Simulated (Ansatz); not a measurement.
**Compressing MgO**

Theory: DFT PBE, scalar-relativistic, plane waves, PAW in Ansatz. (420 eV cutoff, 10×10×10 k-mesh, Gaussian smearing of 0.02 eV, no spin polarisation)

Reference structure (relaxed):

```yaml
crystal:
  lattice:
    - [0.00000, 2.12679, 2.12679]
    - [2.12679, 0.00000, 2.12679]
    - [2.12679, 2.12679, 0.00000]
  atoms:
    - { symbol: Mg, position: [0.00000, 0.00000, 0.00000] }
    - { symbol: O, position: [0.50000, 0.50000, 0.50000] }
```

Cell and atoms are relaxed at each pressure within the symmetry of the start, at zero temperature, so transitions that lower the symmetry aren't seen. The k-mesh given is that at zero pressure and may differ at others. a, b and c are the lengths of the cell vectors above. Gaps are Kohn–Sham gaps over the whole zone.

```csv
P (GPa),V (Å³/atom),V/V0,a (Å),b (Å),c (Å)
-3,9.83,1.022,3.029,3.029,3.029
0,9.62,1.000,3.008,3.008,3.008
3,9.43,0.981,2.988,2.988,2.988
8,9.16,0.953,2.960,2.960,2.960
15,8.84,0.919,2.924,2.924,2.924
30,8.29,0.862,2.863,2.863,2.863
60,7.54,0.784,2.773,2.773,2.773
```

Task: What bulk modulus and pressure derivative fit these points?

Result: A third-order Birch–Murnaghan fit gives B0 = 149 GPa and B0' = 4.1.

Task: What does pressure do to the gap?

Result: The gaps are 4.27 eV at -3 GPa, 4.46 eV at 0 GPa, 4.65 eV at 3 GPa, 4.93 eV at 8 GPa, 5.30 eV at 15 GPa, 5.98 eV at 30 GPa, 7.11 eV at 60 GPa.